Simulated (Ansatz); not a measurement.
# Ga: stress in a strained cell

Ga is deformed so: equal xy, yz and zx engineering shear strains of +2 %. What stress and forces result, by LAPW, PAW and all-electron datasets made for the crystal?

Method: DFT LDA, scalar-relativistic, in Ansatz 0.2.0.

**1. The starting structure**

The structure is orthorhombic, space group Cmcm (No. 63). Conventional cell: a = 2.900 Å, b = 8.130 Å, c = 3.170 Å, α = 90.00°, β = 90.00°, γ = 90.00°. Around Ga (site symmetry m2m) lie 8 Ga at 2.68 to 2.90 Å.

Structure file:

```cif
data_structure
_symmetry_space_group_name_H-M 'Cmcm'
_symmetry_Int_Tables_number 63
_cell_length_a 2.9000
_cell_length_b 8.1300
_cell_length_c 3.1700
_cell_angle_alpha 90.000
_cell_angle_beta 90.000
_cell_angle_gamma 90.000
_cell_volume 74.74
loop_
_atom_site_label
_atom_site_type_symbol
_atom_site_symmetry_multiplicity
_atom_site_Wyckoff_symbol
_atom_site_fract_x
_atom_site_fract_y
_atom_site_fract_z
_atom_site_occupancy
Ga1 Ga 4 c 0.50000 0.63300 0.25000 1
```

The file gives the conventional cell by its symmetry; the runs use the cell typed in the input.

Atoms are numbered in the order of the input: Ga1, Ga2.

**2. The deformed structure**

Space group Cmcm before, P-1 after.

**3. Full-potential LAPW**

Input file input.yaml:

```yaml
crystal:
  lattice:
    - [1.40935, -4.0505, -0.02615]
    - [1.49065, 4.0795, 0.05515]
    - [0.0317, 0.0317, 3.17]
  atoms:
    - { symbol: Ga, position: [0.867, 0.133, 0.25] }
    - { symbol: Ga, position: [0.133, 0.867, 0.75] }
kpoints:
  mp_grid: { grid: [12, 12, 10] }
  band_path:
    path:
      - [0.0, 0.0, 0.0]
      - [0.5, -0.5, 0.0]
      - [0.0, 0.0, 0.5]
      - [0.0, 0.0, 0.0]
      - [0.0, -0.5, 0.0]
      - [-0.5, 0.0, -0.5]
      - [0.0, 0.0, 0.0]
      - [0.0, -0.5, -0.5]
      - [-0.5, 0.0, 0.0]
    npoints: 5
scf:
  occupations: { method: fermi_dirac, width: 0.08 }
hamiltonian:
  xc: lda
  pseudopotentials: { kind: all_electron, lapw: { basis_error: 0.001 } }
output:
  forces: true
  stress: true
  eigenvalues: true
```

Launch:

```console
$ ansatz run input.yaml --threads 1 --pin off --max-ram 3072MiB --backend cpu --events-out ev --progress --plain --runs-dir out
```

**4. PAW with frozen cores**

Input file input.yaml:

```yaml
crystal:
  lattice:
    - [1.40935, -4.0505, -0.02615]
    - [1.49065, 4.0795, 0.05515]
    - [0.0317, 0.0317, 3.17]
  atoms:
    - { symbol: Ga, position: [0.867, 0.133, 0.25] }
    - { symbol: Ga, position: [0.133, 0.867, 0.75] }
kpoints:
  mp_grid: { grid: [12, 12, 10] }
scf:
  occupations: { method: fermi_dirac, width: 0.08 }
hamiltonian:
  xc: lda
  pseudopotentials: { kind: paw }
output:
  forces: true
  stress: true
  eigenvalues: true
  efg: { contact_densities: true }
  write_density: true
  write_potential: true
  elf: true
  volumetric_format: npy
```

**5. Datasets made for this crystal**

Edit input.yaml of step 4 so:

```diff
@@ -14,3 +14,3 @@
   xc: lda
-  pseudopotentials: { kind: paw }
+  pseudopotentials: { kind: all_electron, datasets: crystal }
 output:
@@ -20,5 +20 @@
   efg: { contact_densities: true }
-  write_density: true
-  write_potential: true
-  elf: true
-  volumetric_format: npy
```

(Steps that only read results are left out.)

**Question.** What will these runs give? Wanted: pressure; largest shear or deviatoric stress.

**Answer**, as computed:

| quantity | value |
| --- | --- |
| pressure | LAPW -3.75, PAW -3.80, crystal datasets -3.76 GPa |
| largest shear or deviatoric stress (LAPW) | 2.04 GPa |

The largest part of the stress beyond the pressure is 2.04 GPa in size, in the xx component; the atoms are carried along and not relaxed. No run of the undeformed cell stands beside it, so the pressure holds what the given cell had before the change. PAW: stress within 0.05 GPa of LAPW, forces within 1 meV/Å. Crystal datasets: stress within 0.01 GPa of LAPW, forces within 1 meV/Å.
